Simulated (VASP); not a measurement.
# Mn₃Sn, energy at fixed spin moment: which settings are enough?

Mn₃Sn, Fm-3m (no. 225), 4 atoms in the cell. PBE, fixed spin moment; PAW potentials Sn_d, Mn_pv (PBE set). VASP 6.6.1.

Wanted: energies at fixed moments within 2 meV/atom; moment left free within 0.12 muB per cell.

POSCAR:
```
Mn3Sn
1.0
    0.0000000000      3.0604960000      3.0604960000
    3.0604960000      0.0000000000      3.0604960000
    3.0604960000      3.0604960000      0.0000000000
Sn Mn
1 3
Direct
    0.0000000000      0.0000000000      0.0000000000
    0.5000000000      0.5000000000      0.5000000000
    0.2500000000      0.2500000000      0.2500000000
    0.7500000000      0.7500000000      0.7500000000
```

The series start from Electronic algorithm: Normal; Cutoff (eV): 400; Smearing: MP 0.1; k-point spacing (1/Å): 0.24. Each series keeps the choices made before it, and each single choice may use up half of a tolerance. Times cover all steps of a run.

## Electronic algorithm

| Electronic algorithm | Energies at fixed moments, largest deviation (meV/atom) | Moment left free (muB per cell) | Time (s) |
|---|---|---|---|
| Normal | 0.0 | 7.15 | 204 |
| Fast | 0.0 | 7.15 | 254 |

## Cutoff (eV)

| Cutoff (eV) | Energies at fixed moments, largest deviation (meV/atom) | Moment left free (muB per cell) | Time (s) |
|---|---|---|---|
| 300 | 1.1 | 7.15 | 132 |
| 350 | 0.9 | 7.15 | 208 |
| 400 | 0.4 | 7.15 | 204 |
| 450 | 0.1 | 7.15 | 261 |
| 520 | 0.0 | 7.15 | 209 |
| 600 (reference) | 0.0 | 7.15 | 294 |

## Smearing

| Smearing | Energies at fixed moments, largest deviation (meV/atom) | Moment left free (muB per cell) | Time (s) |
|---|---|---|---|
| MP 0.2 | 2.7 | 7.16 | 179 |
| MP 0.1 | 3.6 | 7.15 | 208 |
| MP 0.05 | 3.5 | 7.17 | 185 |
| tetrahedron (reference) | 0.0 | 7.08 | 208 |

## k-point spacing (1/Å)

| k-point spacing (1/Å) | Energies at fixed moments, largest deviation (meV/atom) | Moment left free (muB per cell) | Time (s) |
|---|---|---|---|
| 0.4 | no result | no result | 114 |
| 0.3 | 5.2 | 7.00 | 132 |
| 0.24 | 0.9 | 7.08 | 208 |
| 0.19 | 0.4 | 7.09 | 297 |
| 0.15 | 0.3 | 7.10 | 441 |
| 0.12 (reference) | 0.0 | 7.11 | 720 |

## Question

The rows run from the loosest to the tightest (no order: electronic algorithm). For each series: choose the loosest value from which every tighter one stays within half of the tolerance; where there is no order, keep the first row unless others stay within half of the tolerance and take at least 30 % less time, and then take the fastest.

## Answer

- Electronic algorithm: Normal
- Cutoff (eV): 350
- Smearing: tetrahedron, the last of the list; the one before it is off by more than half of the tolerance
- k-point spacing (1/Å): 0.24

## All choices together

| Input | Energies at fixed moments, largest deviation (meV/atom) | Moment left free (muB per cell) | Time (s) |
|---|---|---|---|
| default cutoff, precision and threshold on a coarse mesh (naive) | 21.6 | 7.22 | 22 |
| chosen settings | 1.7 | 7.08 | 208 |
| reference settings throughout | 0.0 | 7.11 | 1329 |

The tolerance is met.

Values of the reference run: Energies at fixed moments: 0, -203.9, -157.9, -213, -118, 233.3 meV/atom, against the smallest moment.

## The input

INCAR.step1:
```
SYSTEM = Mn3Sn
PREC = Accurate
ENCUT = 350
EDIFF = 1E-7
NELM = 200
ALGO = Normal
ISMEAR = -5
SIGMA = 0.05
LREAL = .FALSE.
LASPH = .TRUE.
LMAXMIX = 4
LORBIT = 11
LWAVE = .FALSE.
LCHARG = .FALSE.
GGA = PE
ISPIN = 2
ISIF = 2
NUPDOWN = 0.0
MAGMOM = 0 0 0 0
```

INCAR.step2, as INCAR.step1 but for:
```
- NUPDOWN = 0.0
- MAGMOM = 0 0 0 0
+ NUPDOWN = 2.4
+ MAGMOM = 0 0.8 0.8 0.8
```

INCAR.step3 to INCAR.step6 change the same tags again: MAGMOM = 0 1.6 1.6 1.6, 0 2.4 2.4 2.4, 0 3.2 3.2 3.2, 0 4 4 4; NUPDOWN = 4.8, 7.2, 9.6, 12.0.

INCAR.step7, as INCAR.step6 but for:
```
- NUPDOWN = 12.0
```

KPOINTS:
```
Automatic mesh
0
Gamma
  8 8 8
  0 0 0
```

Commands (each step's output is kept before the next begins):
```
cat potpaw_PBE.64/Sn_d/POTCAR potpaw_PBE.64/Mn_pv/POTCAR > POTCAR
cp INCAR.step1 INCAR
mpirun -np 4 vasp_std > vasp.out
rm WAVECAR CHG
cp INCAR.step2 INCAR
mpirun -np 4 vasp_std > vasp.out
rm WAVECAR CHG
cp INCAR.step3 INCAR
mpirun -np 4 vasp_std > vasp.out
rm WAVECAR CHG
cp INCAR.step4 INCAR
mpirun -np 4 vasp_std > vasp.out
rm WAVECAR CHG
cp INCAR.step5 INCAR
mpirun -np 4 vasp_std > vasp.out
rm WAVECAR CHG
cp INCAR.step6 INCAR
mpirun -np 4 vasp_std > vasp.out
rm WAVECAR CHG
cp INCAR.step7 INCAR
mpirun -np 4 vasp_std > vasp.out
```

The chosen input took VASP 6.6.1 208 s on 4 cores (Intel Xeon Platinum 8259CL @ 2.50GHz (Skylake/Cascade Lake)), a shared host.
